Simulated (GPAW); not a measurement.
Runs of GPAW 26.7.0 on ZnSiP2. Symmetry: I-42d, No. 122, tetragonal system. Conventional cell: a = 5.373 Å, b = 5.373 Å, c = 10.460 Å, α = 90.00°, β = 90.00°, γ = 90.00°. Around Zn (site symmetry -4) lie 4 P at 2.36 Å. P (site symmetry 2) has 2 Si at 2.25 Å and 2 Zn at 2.36 Å as nearest neighbours. Si (site symmetry -4) has 4 P at 2.25 Å as nearest neighbours. The cell is a database's computed one.

```tsv
task	level	potentials or basis	k mesh	band path	band points	gap on the mesh (eV)	pressure (GPa)	largest force (eV/Å)
band structure	PBEsol	PAW data sets generated in the run's folder for this functional, pw	5 × 5 × 5	GXYSGZS1NPY1Z,XP	80	1.19	-0.4	0.18
single point	TB-mBJ	GPAW PAW data sets for LDA (gpaw-data 1.2.1), pw	6 × 6 × 6	-	-	(b)	-	-
band structure	LDA	the program's PAW data sets (release 1.2.1) made for this functional, pw	5 × 5 × 5	GXYSGZS1NPY1Z,XP	80	1.19	(c)	(a)
single point	PBE	GPAW PAW data sets (gpaw-data 1.2.1), pw	7 × 7 × 7	-	-	1.31	2.5	0.08
```

Alike in all rows: no spin polarisation; cell as given; cutoff (eV) 600; smearing fermi-dirac 0.05 eV.

Problem. Estimate the missing entries.

Solution. (a) 0.26; (b) 1.97; (c) -2.7.

Caveats: a model potential gives levels but no total energy (some runs); the PAW data sets were made with another functional, which shifts forces and pressure a little (some runs); an odd mesh through Γ misses points on the zone boundary, where band edges often lie (some runs).
